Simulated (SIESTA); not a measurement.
Cs in SIESTA: convergence with EnergyShift

Input of the first run (EnergyShift 0.05); the others differ in this setting and in those tied to it:

Cs.fdf

```
SystemName                      Cs
SystemLabel                     Cs
NumberOfSpecies                 1
NumberOfAtoms                   3
%block ChemicalSpeciesLabel
  1  55 Cs
%endblock ChemicalSpeciesLabel

LatticeConstant                 1.0 Ang
%block LatticeVectors
     5.6491766949     0.0000000000     0.0000000000
     0.2941202369     5.6415149222     0.0000000000
     0.0000000000     0.0000000000    22.7783880262
%endblock LatticeVectors
AtomicCoordinatesFormat         Fractional
%block AtomicCoordinatesAndAtomicSpecies
     0.5000000000     0.5000000000     0.3292594714  1  Cs
     0.0000000000     0.0000000000     0.5000000000  1  Cs
     0.5000000000     0.5000000000     0.6707405286  1  Cs
%endblock AtomicCoordinatesAndAtomicSpecies

%block kgrid.MonkhorstPack
    4   0   0  0.0
    0   4   0  0.0
    0   0   1  0.0
%endblock kgrid.MonkhorstPack
XC.Functional                   GGA
XC.Authors                      PBE
PAO.BasisSize                   DZP
PAO.EnergyShift                 0.05 Ry
Mesh.Cutoff                     500 Ry
OccupationFunction              FD
ElectronicTemperature           0.05 eV
Slab.DipoleCorrection           vacuum
MaxSCFIterations                120
SCF.MustConverge                false
SCF.Mixer.Method                Pulay
SCF.Mixer.Weight                0.25
SCF.Mixer.History               8
SCF.DM.Tolerance                5.0e-05
SCF.H.Tolerance                 1.0e-03 eV
WriteForces                     true
Charge.Mulliken                 end
%block PAO.Basis
  Cs 5
  n=5 0 2
    3.575 0.000
  n=6 0 2
    8.328 0.000
  n=5 1 2
    4.181 0.000
  n=6 1 1
    8.328
  n=5 2 1
    7.000
%endblock PAO.Basis
```

Potentials or basis: PseudoDojo 0.4 standard (PBE files), DZP (energy shift 0.05 Ry; two zetas on semicore shells; d shell added on Cs).

Launch:

```bash
$ siesta < Cs.fdf > Cs.out 2>&1
```

The slab is cut from a database's or a generator's crystal, which needn't be the stable form of the element.

Hardware: 1 thread of Intel(R) Xeon(R) Processor @ 2.50GHz (Skylake/Cascade Lake), with other jobs on the host.

Q: The values tried are 0.05, 0.03, 0.02, 0.01, 0.005, 0.003, 0.002, 0.001, loosest first. From which on does the largest force stay within 0.005 eV/Å of the tightest run that finished?

A: From 0.01 on.

| EnergyShift | energy less the tightest run, at zero smearing (meV/atom) | largest force (eV/Å) | SCF cycles | CPU time (s) | peak memory (GiB) |
| --- | --- | --- | --- | --- | --- |
| 0.05 | 3140.18 | 0.256 | 10 | 92 | 0.5 |
| 0.03 | 1761.92 | 0.111 | 10 | 100 | 0.53 |
| 0.02 | 1083.90 | 0.067 | 10 | 110 | 0.55 |
| 0.01 | 461.55 | 0.050 | 9 | 100 | 0.55 |
| 0.005 | 190.42 | 0.047 | 9 | 97 | 0.56 |
| 0.003 | 93.22 | 0.046 | 9 | 96 | 0.56 |
| 0.002 | 45.91 | 0.046 | 9 | 100 | 0.56 |
| 0.001 | 0.00 | 0.046 | 9 | 94 | 0.56 |

Not settled before the last step: the energy (to 1 meV/atom). The tightest run that finished is the yardstick and may itself not be fully converged.

Caveat, for the tightest run too: the basis of atomic orbitals isn't converged, which shifts pressures, moduli and gaps. Spin-orbit coupling is left out, which matters for the levels of Cs.
